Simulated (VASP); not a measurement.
# Hf (P6/mmm) in VASP: further runs

One crystal, Hf, is run at these levels: PBEsol; tasks: relaxation of cell and atoms.

All numbers are computed with VASP 6.6.1; they aren't measurements. Logs are shortened: lines on timing, memory, paths and dates and some standing lists are left out, and cuts for length are marked.

### Step 1. The structure

The structure is hexagonal, space group P6/mmm (No. 191). Conventional cell: a = 4.365 Å, b = 4.365 Å, c = 2.737 Å, α = 90.00°, β = 90.00°, γ = 120.00°. Hf (site symmetry -6m2) has 11 Hf at 2.52 to 2.87 Å as nearest neighbours. Around Hf (site symmetry 6/mmm) lie 14 Hf at 2.74 to 2.87 Å.

This isn't the form of Hf at room conditions, which is hcp.

### Step 2. Relaxation of cell and atoms, PBEsol, target pressure 100 GPa, at which the enthalpy is minimised

INCAR reads:

```
ALGO = Normal ; EDIFF = 1E-7
EDIFFG = -0.002 ; ENCUT = 520
GGA = PS ; IBRION = 2
ISIF = 3 ; ISMEAR = 0
KPAR = 4 ; LASPH = T
LCHARG = F ; LREAL = F
LWAVE = F ; NELM = 60
NSW = 80 ; PREC = Accurate
PSTRESS = 1000 ; SIGMA = 0.1
```

KPOINTS reads:

```
k-points
0
Gamma
  3 3 4
```

POSCAR reads:

```
Hf                                      
1.0
    4.3651811724      0.0000000000      0.0000000000
   -2.1825905862      3.7803577980      0.0000000000
    0.0000000000      0.0000000000      2.7371777299
  Hf            
     3
Direct
     0.6666666699999979    0.3333333300000021    0.5000000000000000
     0.3333333300000021    0.6666666699999979    0.5000000000000000
     0.0000000000000000    0.0000000000000000    0.0000000000000000
```

Potentials or basis: VASP PAW PBE potentials, release 64 (Hf_pv).

Started as:

```console
$ cat potpaw_PBE.64/Hf_pv/POTCAR > POTCAR
$ mpirun -np 4 vasp_std > vasp.out
```

OUTCAR:

```text
EDIFF = 1E-7
   EDIFFG = -0.002
   ENCUT = 520
   GGA = PS
   IBRION = 2
   ISIF = 3
   ISMEAR = 0
   LASPH = T
   LREAL = F
   NELM = 60
   NSW = 80
   PREC = Accurate
   PSTRESS = 1000

 ion  position               nearest neighbor table
   1  0.667  0.333  0.500-   2 2.52   2 2.52   2 2.52   3 2.87   3 2.87   3 2.87   3 2.87   3 2.87
                             3 2.87   2 3.72   2 3.72   2 3.72   2 3.72   2 3.72   2 3.72
   2  0.333  0.667  0.500-   1 2.52   1 2.52   1 2.52   3 2.87   3 2.87   3 2.87   3 2.87   3 2.87
                             3 2.87   1 3.72   1 3.72   1 3.72   1 3.72   1 3.72   1 3.72
   3  0.000  0.000  0.000-   1 2.87   2 2.87   1 2.87   2 2.87   1 2.87   1 2.87   2 2.87   2 2.87
                             1 2.87   1 2.87   2 2.87   2 2.87

  LATTYP: Found a hexagonal cell.
 ALAT       =     4.3651811724
 C/A-ratio  =     0.6270479098

  Lattice vectors:

 A1 = (   4.3651811724,   0.0000000000,   0.0000000000)
 A2 = (  -2.1825905862,   3.7803577980,   0.0000000000)
 A3 = (   0.0000000000,   0.0000000000,   2.7371777299)

Analysis of symmetry for initial positions (statically):
=====================================================================
 Subroutine PRICEL returns:
 Original cell was already a primitive cell.

 Routine SETGRP: Setting up the symmetry group for a
 hexagonal supercell.

 Subroutine GETGRP returns: Found 24 space group operations
 (whereof 24 operations were pure point group operations)
 out of a pool of 24 trial point group operations.

The static configuration has the point symmetry D_6h.

Analysis of symmetry for dynamics (positions and initial velocities):
=====================================================================
 Subroutine PRICEL returns:
 Original cell was already a primitive cell.

 Routine SETGRP: Setting up the symmetry group for a
 hexagonal supercell.

 Subroutine GETGRP returns: Found 24 space group operations
 (whereof 24 operations were pure point group operations)
 out of a pool of 24 trial point group operations.

The dynamic configuration has the point symmetry D_6h.

 Subroutine INISYM returns: Found 24 space group operations
 (whereof 24 operations are pure point group operations),
 and found     1 'primitive' translations

----------------------------------------------------------------------------------------

                                     Primitive cell

  volume of cell :      45.1688

  direct lattice vectors                    reciprocal lattice vectors
     4.365181172  0.000000000  0.000000000     0.229085566  0.132262613  0.000000000
    -2.182590586  3.780357798  0.000000000     0.000000000  0.264525226  0.000000000
     0.000000000  0.000000000  2.737177730     0.000000000  0.000000000  0.365339813

  length of vectors
[... 78 lines left out ...]
   PSTRESS= 1000.0 pullay stress
   NELECT =      30.0000    total number of electrons
   NUPDOWN=      -1.0000    fix difference up-down
   EMIN   =  10.00;   EMAX   =-10.00  energy-range for DOS
   EFERMI =   0.00;   METHOD = LEGACY
   ISMEAR =     0;   SIGMA  =   0.10  broadening in eV -4-tet -1-fermi 0-gaus
   EFERMI_NEDOS =   21; number of points for ismear=-14 and -15
   IALGO  =     38    algorithm
   IMIX   =      4    mixing-type and parameters
     AMIX     =   0.40;   BMIX     =  1.00
     AMIX_MAG =   1.60;   BMIX_MAG =  1.00
  volume/ion in A,a.u.               =      15.06       101.60
  Fermi-wavevector in a.u.,A,eV,Ry     =   1.428354  2.699198 27.758540  2.040195
  Thomas-Fermi vector in A             =   2.548425
   LORBIT       =      0    0 simple, 1 ext, 2 COOP (PROOUT), +10 PAW based schemes
   GGA     = PS    functional components
   LHFCALC =     F    Hartree Fock is set to
   AEXX    =    0.0000 exact exchange contribution
   IVDW    =     0    specifies the selected vdW correction
   LEPSILON=     F    determine dielectric tensor
   LRPA    =     F    only Hartree local field effects (RPA)
 conjugate gradient relaxation of ions
 non-spin polarized calculation
 Gauss-broadening in eV      SIGMA  =   0.10
  energy-cutoff  :      520.00
  volume of cell :       45.17
 maximum number of plane-waves:      1242
   NGX = 17   NGY = 17   NGZ = 11

--------------------------------------- Ionic step        1  -------------------------------------------

 number of electron      30.0000004 magnetization

 Free energy of the ion-electron system (eV)
  ---------------------------------------------------
  ext. energy  EPLUGINS =         0.00000000
  ---------------------------------------------------
  free energy    TOTEN  =       -28.20882586 eV

  energy without entropy =      -28.19492982  energy(sigma->0) =      -28.20187784

------------------------ aborting loop because EDIFF is reached ----------------------------------------

  FORCE on cell =-STRESS in cart. coord.  units (eV):
  Direction    XX          YY          ZZ          XY          YZ          ZX
  --------------------------------------------------------------------------------------
  -------------------------------------------------------------------------------------
  Total       21.1459468     21.1459469     21.1441714      0.0000000     -0.0000000      0.0000000
  in kB      750.0661046    750.0661088    750.0031291      0.0000000     -0.0000000      0.0000000
  external PRESSURE =    -249.9548858 kB  Pullay stress =    1000.0000000 kB
[... 26 lines left out ...]
--------------------------------------- Ionic step        2  -------------------------------------------

 number of electron      30.0000003 magnetization

 E-fermi :  11.3185     XC(G=0): -15.3629

 val. band max:       11.2942919062   @ k =   0.3333   0.0000   0.0000
 cond. band min:      11.3376679756   @ k =   0.3333   0.0000   0.5000
 fundamental gap:      0.0433760694
 Fermi energy:        11.3184745431

 k-point     1 :       0.0000    0.0000    0.0000
  band No.  band energies     occupation
      1     -21.6513      2.00000
      2     -21.6513      2.00000
      3     -20.3022      2.00000
      4     -20.3022      2.00000
      5     -17.8928      2.00000
      6     -16.0042      2.00000
[... 459 lines left out ...]
--------------------------------------- Ionic step        9  -------------------------------------------

 number of electron      30.0000001 magnetization

 Free energy of the ion-electron system (eV)
  ---------------------------------------------------
  ext. energy  EPLUGINS =         0.00000000
  ---------------------------------------------------
  free energy    TOTEN  =       -26.67875075 eV

  energy without entropy =      -26.66814948  energy(sigma->0) =      -26.67345011

 E-fermi :   8.1383     XC(G=0): -13.6860

 val. band max:        8.0685455275   @ k =   0.3333   0.3333   0.2500
 cond. band min:       8.1997085831   @ k =   0.0000   0.0000   0.0000
 fundamental gap:      0.1311630556
 Fermi energy:         8.1382867030

 k-point     1 :       0.0000    0.0000    0.0000
  band No.  band energies     occupation
      1     -22.8597      2.00000
      2     -22.8597      2.00000
      3     -22.1418      2.00000
      4     -22.1418      2.00000
      5     -20.9994      2.00000
      6     -20.1156      2.00000
[... 221 lines left out ...]
  energy  without entropy=      -26.6681494793  energy(sigma->0) =      -26.67345011

  enthalpy is  TOTEN    =        -0.2463396396 eV   P V=       26.4324111098

 reached required accuracy - stopping structural energy minimisation
```

CONTCAR:

```text
Hf
   1.00000000000000
     4.2744995961627570    0.0000000000000000    0.0000000000000000
    -2.1372497980813785    3.7018252563403840    0.0000000000000000
     0.0000000000000000   -0.0000000000000000    2.6763700931079768
  Hf
     3
Direct
     0.6666666699999979    0.3333333300000021    0.5000000000000000
     0.3333333300000021    0.6666666699999979    0.5000000000000000
     0.0000000000000000    0.0000000000000000    0.0000000000000000

  0.00000000E+00  0.00000000E+00  0.00000000E+00
  0.00000000E+00  0.00000000E+00  0.00000000E+00
  0.00000000E+00  0.00000000E+00  0.00000000E+00
```

Run time: 30 s. Hardware: 4 MPI ranks of Intel Xeon Platinum 8375C at 2.90GHz (Ice Lake), shared host; peak memory 0.16 GiB.

Results:

```yaml
Free_energy: -26.6788 eV
Relaxed_volume: 14.12 Å³/atom
Relaxed_cell: a = 4.274 Å, b = 4.274 Å, c = 2.676 Å, α = 90.00°, β = 90.00°, γ = 120.00°
Space_group_after_relaxing_to_0.05_Å: P6/mmm (No. 191)
Energy_change_on_relaxing_the_enthalpy_is_what_falls: +510.0 meV/atom
Ionic_steps: 9
Pressure_after_relaxing: 100.0 GPa
Band_gap_on_the_k_mesh: none (metal or under the smearing width)
```

The path:
```csv
step,energy change (eV),largest force (eV/Å),pressure (GPa),volume (Å³)
1,0.0000,0.0000,75.00,45.17
2,13.4923,0.0000,281.61,31.49
3,1.2832,0.0000,96.01,42.75
4,1.5022,0.0000,99.57,42.39
5,1.5361,0.0000,100.12,42.34
6,1.5385,0.0000,100.11,42.34
7,1.5370,0.0000,100.12,42.34
8,1.5073,0.0000,99.64,42.39
9,1.5301,0.0000,100.00,42.35
```

Final structure:
```yaml
crystal:
  lattice:
    - [4.27450, 0.00000, 0.00000]
    - [-2.13725, 3.70183, 0.00000]
    - [0.00000, 0.00000, 2.67637]
  atoms:
    - { symbol: Hf, position: [0.66667, 0.33333, 0.50000] }
    - { symbol: Hf, position: [0.33333, 0.66667, 0.50000] }
    - { symbol: Hf, position: [0.00000, 0.00000, 0.00000] }
```

Caveat: the k mesh is coarse (spacing up to 0.57 Å⁻¹), so the values aren't converged; the cell is relaxed towards a set pressure, so the enthalpy falls and the energy may rise; the PAW data sets were made with another functional, which shifts forces and pressure a little.

### Step 3. Relaxation of cell and atoms, PBEsol, target pressure 100 GPa, at which the enthalpy is minimised

This run uses another cell than the first one, of 14.12 Å³/atom, 0.938 times its volume.

INCAR is that of step 2.

KPOINTS is that of step 2.

POSCAR reads:

```
Hf                                      
1.0
    4.2744995962      0.0000000000      0.0000000000
   -2.1372497981      3.7018252563      0.0000000000
    0.0000000000     -0.0000000000      2.6763700931
  Hf            
     3
Direct
     0.6666666699999979    0.3333333300000021    0.5000000000000000
     0.3333333300000021    0.6666666699999979    0.5000000000000000
     0.0000000000000000    0.0000000000000000    0.0000000000000000
```

Potentials or basis: VASP PAW PBE potentials, release 64 (Hf_pv).

Started as:

```console
$ cat potpaw_PBE.64/Hf_pv/POTCAR > POTCAR
$ mpirun -np 4 vasp_std > vasp.out
```

Wall time 5 s (4 MPI ranks of Intel Xeon Platinum 8375C at 2.90GHz (Ice Lake), shared host); peak memory 0.14 GiB.

It converged, with:

```
Free energy             : -26.6780 eV
Pressure after relaxing : 100.0 GPa
Band gap on the k mesh  : none (metal or under the smearing width)
```

Final structure:
```
Hf
1.0
     4.27450    0.00000    0.00000
    -2.13725    3.70183    0.00000
     0.00000    0.00000    2.67637
Hf
3
Direct
  0.66667 0.33333 0.50000
  0.33333 0.66667 0.50000
  0.00000 0.00000 0.00000
```

Levels at points of the mesh, in eV from the Fermi level:
| k point | band 12 | band 13 | band 14 | band 15 | band 16 | band 17 | band 18 | band 19 |
| --- | --- | --- | --- | --- | --- | --- | --- | --- |
| (0.00, 0.00, 0.00) | -0.61 | -0.12 | -0.12 | 0.06 | 0.06 | 1.41 | 2.82 | 2.82 |
| (0.00, 0.00, 0.50) | -3.28 | -3.28 | -2.57 | -1.06 | 1.92 | 1.92 | 3.51 | 3.51 |

Caveat: the k mesh is coarse (spacing up to 0.59 Å⁻¹), so the values aren't converged; the relaxation stopped at its first step, so nothing moved; the cell is relaxed towards a set pressure, so the enthalpy falls and the energy may rise; the PAW data sets were made with another functional, which shifts forces and pressure a little. The run has no spin-orbit coupling, so splittings on Hf are missing.
